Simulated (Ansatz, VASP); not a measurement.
**Two plane-wave programs on NiO2**

INCAR

```
SYSTEM = NiO2
ALGO = Normal
EDIFF = 1E-6
EDIFFG = -0.005
ENCUT = 600
GGA = CA
IBRION = 2
ISIF = 3
ISMEAR = 0
LASPH = .TRUE.
LCHARG = .FALSE.
LREAL = .FALSE.
LWAVE = .FALSE.
NELM = 80
NSW = 70
PREC = Accurate
SIGMA = 0.02
```

The input KPOINTS:

```
k-points
0
G
  12 12 6
  0 0 0
```

Contents of POSCAR:

```
NiO2
1.0
    2.8138742860      0.0000000000      0.0000000000
   -1.4069371430      2.4368866148      0.0000000000
    0.0000000000      0.0000000000      4.4320207690
Ni O
1 2
Direct
    0.0000000000      0.0000000000      0.5000000000
    0.6666666667      0.3333333333      0.7124635357
    0.3333333333      0.6666666667      0.2875364643
```

Input for Ansatz:

```yaml
crystal:
  lattice:
    - [2.813874286, 0.0, 0.0]
    - [-1.406937143, 2.4368866148, 0.0]
    - [0.0, 0.0, 4.432020769]
  atoms:
    - { symbol: Ni, position: [0.0, 0.0, 0.5] }
    - { symbol: O, position: [0.6666666667, 0.3333333333, 0.7124635357] }
    - { symbol: O, position: [0.3333333333, 0.6666666667, 0.2875364643] }
basis:
  ecutwfc: 420
kpoints:
  mp_grid: { grid: [12, 12, 6] }
hamiltonian:
  xc: lda
scf:
  occupations: { method: gaussian, width: 0.02 }
output:
  forces: true
  stress: true
  eigenvalues: true
relax:
  adjacent_minimum: "off"
  f_tol: 0.005
  max_steps: 50
  cell: { stress_tol: 0.05 }
```

Alike in both runs: task relaxation of cell and atoms; functional LDA; k mesh 12 × 12 × 6; occupations gaussian, width 0.02 eV; no spin polarisation.

|  | VASP | Ansatz |
| --- | --- | --- |
| version | VASP 6.6.1 | Ansatz 0.2.0 |
| potentials or method | VASP PAW LDA potentials, release 64 (Ni, O) | scalar-relativistic, plane waves, PAW |
| plane-wave cutoff (eV) | 600 | 420 |
| valence electrons in the cell | 22 | 30 |

VASP gave:

- gap on the k mesh at the Fermi level, each at its own relaxed structure (eV): 0.70
- relaxed volume (Å³/atom): 9.16
- relaxed cell length with the largest relative difference (Å): 4.141
- energy change over the relaxation (meV/atom): -25

**Question.** What did Ansatz give for the same quantities?

**Answer.** gap on the k mesh at the Fermi level, each at its own relaxed structure (eV): 0.77; relaxed volume (Å³/atom): 9.27; relaxed cell length with the largest relative difference (Å): 4.206; energy change over the relaxation (meV/atom): -25.

The two sets of potentials don't hold the same shells in valence.

A k mesh can miss the band edges. Spin polarisation is off, so any magnetic state and its effect on volume and gap are missing.
